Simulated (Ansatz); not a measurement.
Crystal: Ta2N.

```xyz
3
Lattice="3.1129 0.0000 0.0000 -1.5564 2.6958 0.0000 0.0000 0.0000 4.8698" Properties=species:S:1:pos:R:3 pbc="T T T"
Ta    0.0000    1.7972    1.2404
Ta    1.5564    0.8986    3.6294
N     0.0000    0.0000    0.0000
```

The cell comes from a database or a generator and needn't be the stable form of this composition.

Program: Ansatz 0.2.0. Alike in all runs: potentials or basis Ansatz PAW; cell as given.

**Question.** Order these runs on this cell by their pressure, lowest first.
A. level r2SCAN; spin SOC, no magnetisation; k mesh 7 × 7 × 5; cutoff (eV) 500; smearing fermi-dirac 0.05 eV; points for each segment of the path 14
B. level PBE; spin off; k mesh 10 × 10 × 6; cutoff (eV) 420; smearing gaussian 0.013 eV
C. level PBEsol; spin SOC, no magnetisation; k mesh 7 × 7 × 5; cutoff (eV) 420; smearing fermi-dirac 0.05 eV; points for each segment of the path 14
D. level RPBE; spin off; k mesh 10 × 10 × 6; cutoff (eV) 420; smearing fermi-dirac 0.05 eV; points for each segment of the path 14

**Answer.** C (-9.3 GPa), A (-5.5 GPa), B (-1.3 GPa), D (2.6 GPa).

Caveats: the PAW data sets come from PBE, with cores solved anew for the run's functional, which leaves a small shift of forces and pressure (some runs).
